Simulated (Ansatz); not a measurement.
The parent structure is GeO2 in the rutile structure (space group P4_2/mnm, No. 136).

```yaml
crystal:
  lattice:
    - [4.41054, 0.00000, 0.00000]
    - [0.00000, 4.41054, 0.00000]
    - [0.00000, 0.00000, 2.87016]
  atoms:
    - { symbol: Ge, position: [0.00000, 0.00000, 0.00000] }
    - { symbol: Ge, position: [0.50000, 0.50000, 0.50000] }
    - { symbol: O, position: [0.30600, 0.30600, 0.00000] }
    - { symbol: O, position: [0.80600, 0.19400, 0.50000] }
    - { symbol: O, position: [0.19400, 0.80600, 0.50000] }
    - { symbol: O, position: [0.69400, 0.69400, 0.00000] }
```

Cartesian axes are those of the cell as printed.

The values are results of r2SCAN (Ansatz, a program for electronic structure; PAW; 500 eV plane waves; no spin-orbit coupling), not measurements.

Base values:

The band gap is 2.51 eV and the volume per atom is 9.31 Å³.

Now apply this change: biaxial strain −0.81 %, plane normal [001], relaxed out of plane (Cartesian); in-plane vectors clamped, the third vector and the atoms free.

Problem. Predict the new band gap, volume per atom and in-plane stress.

Solution. The band gap rises by 0.091 eV to 2.61 eV; the volume per atom falls by 0.103 Å³, from 9.31 Å³ to 9.20 Å³; the mean in-plane stress (compression positive) comes out as +3.4 GPa.

Whether these cells are dynamically stable was not tested.
